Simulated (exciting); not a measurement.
# HfN (Fm-3m) in exciting: reference runs

Reference runs on HfN: the cell as given.

Program: exciting (release sodium). These are calculated values, not measurements. Logs are shortened: lines on timing, memory, paths and dates and some standing lists are left out, and cuts for length are marked.

## 1. The structure

It takes space group Fm-3m (No. 225, cubic). Conventional cell: a = 4.512 Å, b = 4.512 Å, c = 4.512 Å, α = 90.00°, β = 90.00°, γ = 90.00°. Around Hf (site symmetry m-3m) lie 6 N at 2.26 Å. Around N (site symmetry m-3m) lie 6 Hf at 2.26 Å.

## 2. Single point, PBE

File input.xml:

```xml
<input>
  <title>HfN</title>
  <structure speciespath="./" tshift="false">
    <crystal scale="1">
      <basevect>0.000000000000 4.263222137156 4.263222137156</basevect>
      <basevect>4.263222137156 0.000000000000 4.263222137156</basevect>
      <basevect>4.263222137156 4.263222137156 0.000000000000</basevect>
    </crystal>
    <species speciesfile="Hf.xml" rmt="2.3">
      <atom coord="0.000000000000 0.000000000000 0.000000000000"/>
    </species>
    <species speciesfile="N.xml" rmt="1.45">
      <atom coord="0.500000000000 0.500000000000 0.500000000000"/>
    </species>
  </structure>
  <groundstate do="fromscratch" ngridk="10 10 10" rgkmax="7.5" gmaxvr="14" lmaxapw="10" lmaxmat="10" lmaxvr="8" xctype="GGA_PBE" stype="Fermi Dirac" swidth="0.00183747" nempty="14" ValenceRelativity="iora*" epsengy="1e-05" epspot="1e-05" maxscl="60" tforce="true" outputlevel="normal"/>
</input>
```

Potentials or basis: all-electron LAPW+lo, shipped species files, valence relativity iora*.

Run with:

```sh
$ OMP_NUM_THREADS=1 exciting_smp
```

INFO.OUT:

```text
================================================================================
EXCITING SODIUM started
[... 10 lines left out ...]

 Lattice vectors (cartesian) :
      0.0000000000      4.2632221372      4.2632221372
      4.2632221372      0.0000000000      4.2632221372
      4.2632221372      4.2632221372      0.0000000000

 Reciprocal lattice vectors (cartesian) :
     -0.7369056907      0.7369056907      0.7369056907
      0.7369056907     -0.7369056907      0.7369056907
      0.7369056907      0.7369056907     -0.7369056907

 Unit cell volume                           :     154.9686617726
 Brillouin zone volume                      :       1.6006475800

 Species :    1 (Hf)
     parameters loaded from                 :    Hf.xml
     name                                   :    hafnium
     nuclear charge                         :     -72.00000000
     electronic charge                      :      72.00000000
     atomic mass                            :  325367.36570000
     muffin-tin radius                      :       2.30000000
     # of radial points in muffin-tin       :     450

     atomic positions (lattice) :
       1 :   0.00000000  0.00000000  0.00000000

 Species :    2 (N)
     parameters loaded from                 :    N.xml
     name                                   :    nitrogen
     nuclear charge                         :      -7.00000000
     electronic charge                      :       7.00000000
     atomic mass                            :   25532.72506000
     muffin-tin radius                      :       1.45000000
     # of radial points in muffin-tin       :     250

     atomic positions (lattice) :
       1 :   0.50000000  0.50000000  0.50000000

 Total number of atoms per unit cell        :       2

 Spin treatment                             :    spin-unpolarised

 Number of Bravais lattice symmetries       :      48
 Number of crystal symmetries               :      48

 k-point grid                               :      10   10   10
 Total number of k-points                   :      47
 k-point set is reduced with crystal symmetries

 R^MT_min * |G+k|_max (rgkmax)              :       7.50000000
 Species with R^MT_min                      :       2 (N)
 Maximum |G+k| for APW functions            :       5.17241379
 Maximum |G| for potential and density      :      14.00000000

 G-vector grid sizes                        :      27    27    27
 Total number of G-vectors                  :    7239

 Maximum angular momentum used for
     APW functions                          :      10
     computing H and O matrix elements      :      10
     potential and density                  :       8
     inner part of muffin-tin               :       2

 Total nuclear charge                       :     -79.00000000
 Total electronic charge                    :      79.00000000
 Total core charge                          :      48.00000000
 Total valence charge                       :      31.00000000

 Number of empty states                     :      14
 Total number of valence states             :      30

 Maximum Hamiltonian size                   :     403
 Maximum number of plane-waves              :     372
 Total number of local-orbitals             :      31

 Exchange-correlation type                  :      20
     Perdew-Burke-Ernzerhof, Phys. Rev. Lett. 77, 3865 (1996)
     Generalised gradient approximation (GGA)

 Smearing scheme                            :    Fermi-Dirac
 Smearing width                             :       0.00183747

 Using multisecant Broyden potential mixing
[... 16 lines left out ...]
+ SCF iteration number :    1                                                  +
++++++++++++++++++++++++++++++++++++++++++++++++++++++++++++++++++++++++++++++++
 Total energy                               :    -15137.12870723
 _______________________________________________________________
 Fermi energy                               :         0.53345635
 Kinetic energy                             :     16955.42368456
 Coulomb energy                             :    -31775.66154711
 Exchange energy                            :      -312.30970312
 Correlation energy                         :        -4.58114156

 DOS at Fermi energy (states/Ha/cell)       :         9.25043083

 Electron charges :
     core                                   :        48.00000000
     core leakage                           :         0.00002344
     valence                                :        31.00000000
     interstitial                           :         3.97502082
     charge in muffin-tin spheres :
                  atom     1    Hf          :        68.88059056
                  atom     2     N          :         6.14438862
     total charge in muffin-tins            :        75.02497918
     total charge                           :        79.00000000

++++++++++++++++++++++++++++++++++++++++++++++++++++++++++++++++++++++++++++++++
+ SCF iteration number :    2                                                  +
++++++++++++++++++++++++++++++++++++++++++++++++++++++++++++++++++++++++++++++++
 Total energy                               :    -15153.80783525
 _______________________________________________________________
 Fermi energy                               :         0.53951789
 Kinetic energy                             :     16943.92102378
 Coulomb energy                             :    -31780.75849574
 Exchange energy                            :      -312.37402014
 Correlation energy                         :        -4.59634315

 DOS at Fermi energy (states/Ha/cell)       :        21.20548465

 Electron charges :
     core                                   :        48.00000000
     core leakage                           :         0.00002307
     valence                                :        31.00000000
     interstitial                           :         4.18743200
     charge in muffin-tin spheres :
                  atom     1    Hf          :        69.19473086
                  atom     2     N          :         5.61783713
     total charge in muffin-tins            :        74.81256800
     total charge                           :        79.00000000
[... 499 lines left out ...]
++++++++++++++++++++++++++++++++++++++++++++++++++++++++++++++++++++++++++++++++
+ SCF iteration number :   20                                                  +
++++++++++++++++++++++++++++++++++++++++++++++++++++++++++++++++++++++++++++++++
 Total energy                               :    -15152.71876420
 _______________________________________________________________
 Fermi energy                               :         0.56260820
 Kinetic energy                             :     16943.63219792
 Coulomb energy                             :    -31779.44278930
 Exchange energy                            :      -312.30865083
 Correlation energy                         :        -4.59952199

 DOS at Fermi energy (states/Ha/cell)       :        22.21309719

 Electron charges :
     core                                   :        48.00000000
     core leakage                           :         0.00002300
     valence                                :        31.00000000
     interstitial                           :         4.22109710
     charge in muffin-tin spheres :
                  atom     1    Hf          :        69.29457512
                  atom     2     N          :         5.48432778
     total charge in muffin-tins            :        74.77890290
     total charge                           :        79.00000000

 RMS change in effective potential (target) :  0.501564E-07  ( 0.100000E-04)
 Absolute change in total energy   (target) :  0.131069E-05  ( 0.100000E-04)
 Charge distance                   (target) :  0.756010E-09  ( 0.100000E-04)
 Abs. change in max-nonIBS-force   (target) :   0.00000      ( 0.500000E-04)

++++++++++++++++++++++++++++++++++++++++++++++++++++++++++++++++++++++++++++++++
| Convergency criteria checked for the last 2 iterations                       +
| Convergence targets achieved. Performing final SCF iteration                 +
++++++++++++++++++++++++++++++++++++++++++++++++++++++++++++++++++++++++++++++++
 Total energy                               :    -15152.71876505
 _______________________________________________________________
 Fermi energy                               :         0.56260820
 Kinetic energy                             :     16943.63219720
 Coulomb energy                             :    -31779.44278942
 Exchange energy                            :      -312.30865084
 Correlation energy                         :        -4.59952200

 DOS at Fermi energy (states/Ha/cell)       :        22.21309765

 Electron charges :
     core                                   :        48.00000000
     core leakage                           :         0.00002300
     valence                                :        31.00000000
     interstitial                           :         4.22109710
     charge in muffin-tin spheres :
                  atom     1    Hf          :        69.29457513
                  atom     2     N          :         5.48432776
     total charge in muffin-tins            :        74.77890290
     total charge                           :        79.00000000

++++++++++++++++++++++++++++++++++++++++++++++++++++++++++++++++++++++++++++++++
+ Self-consistent loop stopped                                                 +
++++++++++++++++++++++++++++++++++++++++++++++++++++++++++++++++++++++++++++++++
 STATE.OUT is written

--------------------------------------------------------------------------------
- Writing atomic positions and forces                                          -
--------------------------------------------------------------------------------

 Atomic positions (lattice) :
 atom     1  Hf  :     0.00000000    0.00000000    0.00000000
 atom     2   N  :     0.50000000    0.50000000    0.50000000

 Total atomic forces including IBS (cartesian) :
 atom     1  Hf  :    -0.00000000    0.00000000    0.00000000
 atom     2   N  :     0.00000000    0.00000000   -0.00000000

 Atomic force components including IBS (cartesian) :
 atom     1  Hf  :     0.00000000   -0.00000000   -0.00000000   HF force
                 :    -0.00000000   -0.00000000   -0.00000000   core correction
                 :    -0.00000000   -0.00000000    0.00000000   IBS correction
 atom     2   N  :    -0.00000000    0.00000000    0.00000000   HF force
                 :     0.00000000    0.00000000    0.00000000   core correction
                 :     0.00000000    0.00000000   -0.00000000   IBS correction

********************************************************************************
* Groundstate module stopped                                                   *
********************************************************************************

--------------------------------------------------------------------------------
- CAUTION! Warnings have been written in file WARNING.OUT !                    -
--------------------------------------------------------------------------------
================================================================================
| EXCITING SODIUM stopped                                                      =
================================================================================
```

Wall time 3.5 min (1 thread of Arm Neoverse V1, shared host); peak memory 0.13 GiB.

Results:

| Property | Result |
| --- | --- |
| Free energy | -412326.4894 eV |
| Band gap on the k mesh | none (metal or under the smearing width) |
| All electrons inside the program's atomic spheres | Hf 69.29; N 5.48 (radii Hf 2.3, N 1.45 bohr) |

Caveat: the log's total energy holds no entropy term; the free energy is that total less TS from the occupations. The run has no spin-orbit coupling, so splittings on Hf are missing.
